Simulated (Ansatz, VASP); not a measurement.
## Cu (Cu strained to the junction's net): VASP beside Ansatz

Wanted: the spread between two codes on one cell, functional and k mesh. The structure shown is the end of the Ansatz relaxation below.

Main program and level: Ansatz 0.2.0; plane waves, with VASP 6.6.1 beside it; single point at PBE with D3(BJ).

## Step 1: Set-up

Symmetry: R-3m, No. 166, trigonal system. Conventional cell: a = 2.489 Å, b = 2.489 Å, c = 6.220 Å, α = 90.00°, β = 90.00°, γ = 120.00°. Cu has 12 Cu at 2.49 to 2.52 Å nearest.

## Step 2: Ansatz: relaxation, PBE with D3(BJ)

Ansatz runs on its default PAW (the set named soft_2) files.

This run makes the geometry at which the two programs are then compared.

input.yaml reads:

```yaml
crystal:
  lattice:
    - [2.489, 0.0, 0.0]
    - [-1.2445, 2.15553723, 0.0]
    - [0.0, 0.0, 6.4207395547]
  atoms:
    - { symbol: Cu, position: [0.0, 0.0, 0.0] }
    - { symbol: Cu, position: [0.3333333333, 0.6666666667, 0.3333333333] }
    - { symbol: Cu, position: [0.6666666667, 0.3333333333, 0.6666666667] }
kpoints:
  mp_grid: { grid: [18, 18, 5] }
scf:
  occupations: { method: fermi_dirac, width: 0.1 }
  max_iter: 150
hamiltonian:
  xc: pbe
  dispersion: d3bj
relax:
  f_tol: 0.01
  max_steps: 40
  cell: { fix: [a, b, angles] }
```

Launch:

```sh
> ansatz run input.yaml --threads 4 --pin off --max-ram 12288MiB --backend cpu --events-out ev --progress --plain --runs-dir out
```

Numbers of over 12 decimals in the logs are rounded to 6 here.

Log:

```text
Engine: ansatz 0.2.0, x86_64-unknown-linux-gnu
Pseudopotentials: kind: paw
Pseudopotential: Cu, paw, valence charge 19, recommended cutoff 420 eV (normal), Cu.paw.azcp
Functional definition: PBE
  parameter kappa = 0.804
  parameter beta = 0.066725
  exchange = pbe_x(kappa = kappa, mu = beta*pi^2/3)
  correlation = pbe_c(beta = beta)
Crystal: 3 atoms, lattice volume = 34.448 Å³
Basis set: ecut = 420 eV, 639 PW (Γ), exchange–correlation on 36×36×90 points (8 copies of the dense FFT grid, shifted against one another)
Bands: 35, of which v1, the nominal top of the filled ones, is band 29 counted from 1 (28 counted from 0)
Symmetry: 36 space group operations
Space group: R-3m (ITA 166), of the structure as read, at distance tolerance 3.3e-5 Å
k-points: 165 of 1620
Non-local potential: Cu, projectors of the file, l = 0: 3, l = 1: 2, l = 2: 3, l = 3: 1
PAW form: soft (Blöchl's): semilocal exchange-correlation on the pseudo side does not see the compensation charge
PAW one-centre angular grid: Cu, 590 points (default); XC on 64 Gauss nodes
Initial density: superposition of atomic densities (neutral atoms: chi_scale 0, normalization atom), corrected by the library's trained network
Initial wavefunctions: pseudopotential atomic-orbital guess
Functional: x = pbe(κ = 0.804, μ = 0.219515), c = pbe(β = 0.066725)
SCF iter   1: F=—  HF=-19877.273293 eV  |F-HF|=—  |Δ(HF+E_count)|=         —  Δρ=9.51e-4  dr2=1.21e-4  ethr=1.77e-3  ⟨swp⟩=5.2  Hψ=18922  notcnv=0  defer=62
preconditioner: auto → Kerker (q_TF=auto, 2.967 Å⁻¹)  [metal: Δε(μ)=0.018 eV  Ē_g=11.587 eV  σ=0.100 eV  W_gap=0.04  n_scr=12 (ndim 8)  ℏωp=36.3 eV  f_vac=0.000  D(μ)=0.94/eV (n_scr^D=4)]
SCF iter   2: F=—  HF=-19877.273782 eV  |F-HF|=—  |Δ(HF+E_count)|=   4.89e-4  Δρ=5.44e-4  dr2=4.53e-5  ethr=2.12e-7  ⟨swp⟩=3.0  Hψ=14279  notcnv=0  defer=64
SCF iter   3: F=—  HF=-19877.273832 eV  |F-HF|=—  |Δ(HF+E_count)|=   4.97e-5  Δρ=1.89e-4  dr2=5.01e-6  ethr=7.94e-8  ⟨swp⟩=2.0  Hψ=8308  notcnv=0  defer=64
SCF iter   4: F=—  HF=-19877.273830 eV  |F-HF|=—  |Δ(HF+E_count)|=   1.73e-6  Δρ=7.99e-5  dr2=1.63e-6  ethr=8.79e-9  ⟨swp⟩=2.0  Hψ=9801  notcnv=0  defer=64
SCF iter   5: F=—  HF=-19877.273830 eV  |F-HF|=—  |Δ(HF+E_count)|=   4.31e-8  Δρ=4.00e-5  dr2=4.21e-7  ethr=2.87e-9  ⟨swp⟩=1.0  Hψ=5566  notcnv=0  defer=64
SCF iter   6: F=-19877.273830 eV  HF=-19877.273830 eV  |F-HF|=3.39e-8  |Δ(HF+E_count)|=   1.40e-9  Δρ=1.05e-5  dr2=3.13e-8  ethr=1.75e-10  ⟨swp⟩=3.0  Hψ=21103  notcnv=0
SCF 1 converged in 6 iterations: F = -19877.273830 eV  dr2 = 3.13e-8
  greatest PAW one-centre occupation: 1.000 electrons in one spin orbital (limit 2), on the Cu atom at site 2 (counted from 0), in its partial waves of l = 0
relax step   1: F+E_penalty+E_count = -19877.27383031 eV  Δ(F+E_penalty+E_count) = +0.000e0 eV  max|allowed force component| = 4.687e-27 eV/Å  Δτ_max = 0.0000 Å  P = -1.845 GPa  Ω = 34.448 Å³  fix = [a, b, alpha, beta, gamma]  reactions: a +1.598, b +1.598 GPa  (6 SCF iters, dr2 threshold 1.00e-7 eV, accepted)
[...]
relax step   2: F+E_penalty+E_count = -19877.29546600 eV  Δ(F+E_penalty+E_count) = -2.164e-2 eV  max|allowed force component| = 4.727e-27 eV/Å  Δτ_max = 0.0000 Å  P = +0.202 GPa  Ω = 33.957 Å³  energy of the carried Pulay correction = +3.868e-4 eV  fix = [a, b, alpha, beta, gamma]  reactions: a +2.831, b +2.831 GPa  (6 SCF iters, dr2 threshold 3.00e-7 eV, accepted)
[...]
relax step   6: F+E_penalty+E_count = -19877.30438125 eV  Δ(F+E_penalty+E_count) = +1.111e-3 eV  max|allowed force component| = 3.868e-29 eV/Å  Δτ_max = 0.0000 Å  P = +3.071 GPa  Ω = 33.366 Å³  fix = [a, b, alpha, beta, gamma]  reactions: a +4.574, b +4.574 GPa  stress off target by 6.54e-2 GPa on what of the cell is left free  SCF on the basis re-selected at this cell (its energy is not comparable with the rows above)  (6 SCF iters)
[...]
relax step   7: F+E_penalty+E_count = -19877.30437619 eV  Δ(F+E_penalty+E_count) = +5.063e-6 eV  max|allowed force component| = 7.480e-29 eV/Å  Δτ_max = 0.0000 Å  P = +3.034 GPa  Ω = 33.373 Å³  energy of the carried Pulay correction = -6.524e-6 eV  fix = [a, b, alpha, beta, gamma]  reactions: a +4.551, b +4.551 GPa  (6 SCF iters, dr2 threshold 1.07e-8 eV, accepted)
[...]
relax step   8: F+E_penalty+E_count = -19877.30438291 eV  Δ(F+E_penalty+E_count) = -6.725e-6 eV  max|allowed force component| = 4.488e-29 eV/Å  Δτ_max = 0.0000 Å  P = +3.034 GPa  Ω = 33.373 Å³  fix = [a, b, alpha, beta, gamma]  reactions: a +4.551, b +4.551 GPa  stress off target by 4.28e-5 GPa on what of the cell is left free  SCF on the basis re-selected at this cell (its energy is not comparable with the rows above)  (8 SCF iters)
basis re-selected at this cell: Δ(F+E_penalty+E_count) = -6.725e-6 eV, ΔP = -0.000 GPa vs the last step (what re-selecting the basis moved, of the pressure what is left beyond the Pulay correction that the steps carried, after the strain that the cell walked since its last selection, with what the two solves' SCF thresholds leave and, on support functions, any second-order correction that the steps lacked; it is no m [...]
SCF converged after 8 iterations
Free energy (F): -19877.304383 eV
Harris-Foulkes:  -19877.304383 eV  (|F-HF|=0.00e0)
Internal energy: -19877.274622 eV  (E = F + TS)
E sigma→0 (E₀):  -19877.289502 eV
Entropy (-TS):   -0.029761 eV (-9.920 meV/atom)
Fermi energy:    18.128643 eV
--- Per-component energies (eV) ---
  E_band       = -1011.958252
  E_kinetic    = 902.359033
  E_local      = -11819.043231  (includes V_loc(G=0)·N_el)
  E_nonlocal   = 1167.181448
  E_hartree    = 5218.605007
  E_xc         = -270.459438
  E_vxc        = -349.157111  (∫ρ·V_xc dr)
  E_paw        = -4985.995576  (= ΣΔE_a)
  E_vpaw       = -1350.509286  (= ΣTr[D̂ρ^β])
  E_aug_tail   = 0.000881  (compensation charges beyond the density's cutoff)
  E_ewald      = -10088.061087
  E_disp       = -1.861658  (pairwise vdW)
  E_smearing   = -0.029761  (= −TS)
  E_closure    = -0.000000  (closes the sum)
  Σ components = -19877.304383   (vs F -19877.304383, Δ=0.00e0)
--- Forces (eV/Å), atoms counted from 1 ---
  atom   1  Cu     0.00000000    -0.00000000     0.00000000
  atom   2  Cu     0.00000000     0.00000000     0.00000000
  atom   3  Cu     0.00000000    -0.00000000     0.00000000
  max |Σ_I F_I| component: 6.45e-29 eV/Å
--- Stress (GPa, compression-positive) ---
        4.551129      -0.000000       0.000000
       -0.000000       4.551129      -0.000000
       -0.000000      -0.000000      -0.000043
  P = ⅓ Tr σ = 3.0341 GPa (30.341 kbar)
--- Relaxed structure (6 steps of the walk, 6 accepted, 2 SCFs on fresh bases) ---
  F+E_penalty+E_count = -19877.30438291 eV   max|allowed force component| = 4.488e-29 eV/Å   (the final SCF, on the basis selected at the relaxed cell)
  cell:  # Å, volume = 33.3729 Å³
    - [2.489000, 0, 0]
    - [-1.244500, 2.155537, 0]
    - [0, 0, 6.220327]
  atoms:
    - { symbol: Cu, position: [0, 0, 0] }
    - { symbol: Cu, position: [0.333333, 0.666667, 0.333333] }
    - { symbol: Cu, position: [0.666667, 0.333333, 0.666667] }
```

## Step 3: VASP: single point, PBE with D3(BJ)

The same cell, functional, mesh and smearing now go to VASP, with its own data sets.

Lines of VASP's logs that name or quote its potential files are left out, and so is its time.

INCAR reads:

```
SYSTEM = Cu
PREC = Accurate
ENCUT = 600
EDIFF = 1E-06
NELM = 120
ISMEAR = -1
SIGMA = 0.1
LREAL = .FALSE.
ALGO = Normal
GGA = PE
IVDW = 12
NBANDS = 22
LASPH = .TRUE.
LORBIT = 11
LWAVE = .FALSE.
LCHARG = .FALSE.
ISIF = 2
GGA_COMPAT = .FALSE.
KPAR = 2
```

POSCAR reads:

```
Cu
1.0
    2.4890000000      0.0000000000      0.0000000000
   -1.2445000000      2.1555372300      0.0000000000
    0.0000000000      0.0000000000      6.2203265669
Cu
3
Direct
    0.0000000000      0.0000000000      0.0000000000
    0.3333333333      0.6666666667      0.3333333333
    0.6666666667      0.3333333333      0.6666666667
```

KPOINTS reads:

```
Automatic mesh
0
Gamma
18 18 5
0 0 0
```

The projector-augmented-wave data sets are Cu (PBE family, release 64).

Launch:

```sh
> mpirun -np 2 vasp_std
```

Log:

```text
[banner, memory and clock lines left out]
running    2 mpi-ranks, on    1 nodes
 distrk:  each k-point on    1 cores,    2 groups
 distr:  one band on    1 cores,    1 groups

 POSCAR found type information on POSCAR Cu
 POSCAR found :  1 types and       3 ions
 LDA part: xc-table for (Slater+PW92), standard interpolation
 POSCAR, INCAR and KPOINTS ok, starting setup
 FFT: planning ... GRIDC
 FFT: planning ... GRID_SOFT
 FFT: planning ... GRID
 WAVECAR not read
 entering main loop
       N       E                     dE             d eps       ncg     rms          rms(c)
DAV:   1     0.232645048884E+03    0.23265E+03   -0.16590E+04  7804   0.300E+03
DAV:   2     0.164524771859E+01   -0.23100E+03   -0.22126E+03  7260   0.387E+02
DAV:   3    -0.136347677893E+02   -0.15280E+02   -0.14170E+02  8274   0.148E+02
DAV:   4    -0.138732314351E+02   -0.23846E+00   -0.23824E+00  8814   0.233E+01
DAV:   5    -0.138764366800E+02   -0.32052E-02   -0.32051E-02  9490   0.246E+00    0.135E+01
DAV:   6    -0.120513844066E+02    0.18251E+01   -0.22368E+01  7848   0.118E+02    0.612E+00
DAV:   7    -0.111325890039E+02    0.91880E+00   -0.38706E+00  8472   0.474E+01    0.968E-01
DAV:   8    -0.111000175664E+02    0.32571E-01   -0.45104E-02  9468   0.276E+00    0.598E-01
DAV:   9    -0.110935398613E+02    0.64777E-02   -0.12603E-02  8916   0.276E+00    0.211E-02
DAV:  10    -0.110936081843E+02   -0.68323E-04   -0.46500E-04  9018   0.233E-01    0.798E-03
DAV:  11    -0.110936074632E+02    0.72117E-06   -0.60747E-06  9644   0.325E-02
   1 F= -.12954815E+02 E0= -.12940192E+02  d E =-.292462E-01
```

Parts of OUTCAR (step 3):

```text
ion  position               nearest neighbor table
   1  0.000  0.000  0.000-   2 2.52   3 2.52   2 2.52   3 2.52   3 2.52   2 2.52
   2  0.333  0.667  0.333-   1 2.52   1 2.52   1 2.52   3 2.52   3 2.52   3 2.52
   3  0.667  0.333  0.667-   1 2.52   1 2.52   1 2.52   2 2.52   2 2.52   2 2.52

  LATTYP: Found a hexagonal cell.
 ALAT       =     2.4890000000
 C/A-ratio  =     2.4991267846

 Subroutine GETGRP returns: Found 12 space group operations
 (whereof 12 operations were pure point group operations)

The static configuration has the point symmetry D_3d.

 Found    165 irreducible k-points:

   k-points           NKPTS =    165   k-points in BZ     NKDIM =    165   number of bands    NBANDS=     22

   dimension x,y,z NGX =    20 NGY =   20 NGZ =   50
   dimension x,y,z NGXF=    40 NGYF=   40 NGZF=  100

   ENCUT  =  600.0 eV  44.10 Ry    6.64 a.u.   4.97  4.97 12.42*2*pi/ulx,y,z

   NELECT =      33.0000    total number of electrons

 k-points in reciprocal lattice and weights: Automatic mesh
   0.00000000  0.00000000  0.00000000       0.001
   0.05555556  0.00000000  0.00000000       0.004
   0.11111111  0.00000000  0.00000000       0.004
   0.16666667  0.00000000  0.00000000       0.004
   0.22222222  0.00000000  0.00000000       0.004
   0.27777778  0.00000000  0.00000000       0.004
   0.33333333  0.00000000  0.00000000       0.004
   0.38888889  0.00000000  0.00000000       0.004
   0.44444444  0.00000000  0.00000000       0.004
[...]
-0.27777778 -0.38888889  0.40000000       0.007
   0.33333333  0.33333333  0.40000000       0.002

 average (electrostatic) potential at core
       1 -63.0806       2 -63.0806       3 -63.0806

 E-fermi :   8.3754

 k-point     1 :       0.0000    0.0000    0.0000
  band No.  band energies     occupation
    ...
     14       6.0374      2.00000
     15       6.3710      2.00000
     16       6.3710      2.00000
     17       6.3710      2.00000
     18       6.3710      2.00000
     19      16.9355      0.00000
     20      16.9355      0.00000
     21      30.9192      0.00000
     22      30.9250      0.00000

 k-point     2 :       0.0556    0.0000    0.0000
  band No.  band energies     occupation
    ...
     14       6.0377      2.00000
     15       6.2746      2.00000
     16       6.4019      2.00000
     17       6.4554      2.00000
     18       6.5677      2.00000
     19      17.0131      0.00000
     20      17.0149      0.00000
     21      28.9490      0.00000
     22      30.2867      0.00000

 k-point     3 :       0.1111    0.0000    0.0000
  band No.  band energies     occupation
    ...
     14       6.0441      2.00000
     15       6.1716      2.00000
     16       6.5251      2.00000
     17       6.6216      2.00000
     18       6.9018      2.00000
     19      17.2435      0.00000
     20      17.2568      0.00000
     21      26.1283      0.00000
     22      28.6801      0.00000

 Edisp (eV)   -1.86121

  Total       1.11508     1.11508     0.16781     0.00000     0.00000    -0.00000
  in kB      53.53339    53.53339     8.05612     0.00000     0.00000    -0.00000
  external pressure =       38.37 kB  Pullay stress =        0.00 kB

  energy-cutoff  :      600.00
  volume of cell :       33.37
      direct lattice vectors                 reciprocal lattice vectors
     2.489000000  0.000000000  0.000000000     0.401767778  0.231960735  0.000000000
    -1.244500000  2.155537230  0.000000000     0.000000000  0.463921470  0.000000000
     0.000000000  0.000000000  6.220326567     0.000000000  0.000000000  0.160763264

 POSITION                                       TOTAL-FORCE (eV/Angst)
 -----------------------------------------------------------------------------------
      0.00000      0.00000      0.00000         0.000000     -0.000000      0.000000
     -0.00000      1.43702      2.07344         0.000000     -0.000000      0.000000
      1.24450      0.71851      4.14688        -0.000000      0.000000     -0.000000
 -----------------------------------------------------------------------------------
    total drift:                               -0.000000      0.000000     -0.000000

  FREE ENERGIE OF THE ION-ELECTRON SYSTEM (eV)
  ---------------------------------------------------
  free  energy   TOTEN  =       -12.9548151476 eV

  energy  without entropy=      -12.9255688977  energy(sigma->0) =      -12.94019202

 total charge
# of ion       s       p       d       tot
------------------------------------------
    1        0.469   0.427   9.179  10.075
    2        0.469   0.427   9.179  10.075
    3        0.469   0.427   9.179  10.075
--------------------------------------------------
tot          1.406   1.280  27.538  30.224

[... 3 further parts left out ...]
```

The run ends at a pressure of 3.84 GPa.

## Step 4: Side by side

Known differences besides the potentials themselves: the data sets hold 57 valence electrons in Ansatz (on its default PAW (the set named soft_2) files) and 33 in VASP; the cutoff is 420 eV in Ansatz and 600 eV in VASP; Ansatz's pressure holds a Pulay correction, VASP's none. Total energies have different zeros and are not compared.

The two programs side by side:

```tsv
quantity	Ansatz	VASP	difference
pressure (GPa)	3.03	3.84	-0.80
```

## Step 5: Results

```
difference in pressure (single point, PBE with D3(BJ)) : -0.80 GPa
```

The difference in pressure is -0.80 GPa (single point, PBE with D3(BJ)), within the 1 GPa picked in this series as the mark of a large difference. The data sets hold unlike numbers of valence electrons (57 in Ansatz and 33 in VASP), so part of the differences comes from the potentials. Such differences can come from data sets, numerical settings and the points named under the comparisons, not from the functional's error against experiment.

[Lines on the potential files, build, host, timing and source positions are cut from VASP's logs without a mark.]

[Logs are printed without paths, hosts, clocks, repeated set-up lines and the standing remarks that a program may print on its own settings, such as how far it seeks lower states.]

[Hosts, paths, dates, database ids (printed as entryN), source tags and the programs' standing remarks are cut or masked in the printed files.]
